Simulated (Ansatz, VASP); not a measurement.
**Two plane-wave programs on NbH**

The input INCAR:

```
SYSTEM = NbH
  PREC = Accurate
  ENCUT = 520
  EDIFF = 1E-6
  ISMEAR = 0
  SIGMA = 0.15
  LREAL = .FALSE.
  LASPH = .TRUE.
  NELM = 100
  ALGO = Fast
  ISIF = 2
  LWAVE = .FALSE.
  LCHARG = .FALSE.
  NBANDS = 14
```

Contents of KPOINTS:

```
Automatic mesh
0
G
  20 20 20
  0 0 0
```

Contents of POSCAR:

```
NbH
1.0
   -1.6069640000      1.6069640000      1.9843010000
    1.6069640000     -1.6069640000      1.9843010000
    1.6069640000      1.6069640000     -1.9843010000
Nb H
1 1
Direct
    0.0000000000      0.0000000000      0.0000000000
    0.5188983425      0.5188983425      0.0000000000
```

Input for Ansatz:

```yaml
crystal:
  lattice:
    - [-1.606964, 1.606964, 1.984301]
    - [1.606964, -1.606964, 1.984301]
    - [1.606964, 1.606964, -1.984301]
  atoms:
    - { symbol: Nb, position: [0.0, 0.0, 0.0] }
    - { symbol: H, position: [0.5188983425, 0.5188983425, 0.0] }
basis:
  ecutwfc: 420
kpoints:
  mp_grid: { grid: [20, 20, 20] }
hamiltonian:
  xc: lda
scf:
  occupations: { method: gaussian, width: 0.15 }
output:
  forces: true
  stress: true
  eigenvalues: true
```

Change from the starting cell: all H atoms moved +0.075 Å, as atom 2 along Cartesian [0 0 1].

Alike in both runs: task single point; functional LDA; k mesh 20 × 20 × 20; occupations gaussian, width 0.15 eV; no spin polarisation.

```csv
,VASP,Ansatz
version,VASP 6.6.1,Ansatz 0.2.0
potentials or method,"VASP PAW LDA potentials, release 64 (Nb_sv, H)","scalar-relativistic, plane waves, PAW"
plane-wave cutoff (eV),520,420
valence electrons in the cell,14,14
```

VASP gave:

- gap on the k mesh at the Fermi level (eV): none
- pressure (GPa): -10.6
- largest component of the traceless stress (GPa): 0.55
- rms of the force components (eV/Å): 0.380

Problem. Which values does Ansatz return?

Solution. gap on the k mesh at the Fermi level (eV): none; pressure (GPa): -10.5; largest component of the traceless stress (GPa): 0.54; rms of the force components (eV/Å): 0.379.

Atom by atom the forces differ by 0.001 eV/Å (rms over components). A gap of «none» marks a metal or a gap that the smearing closes.
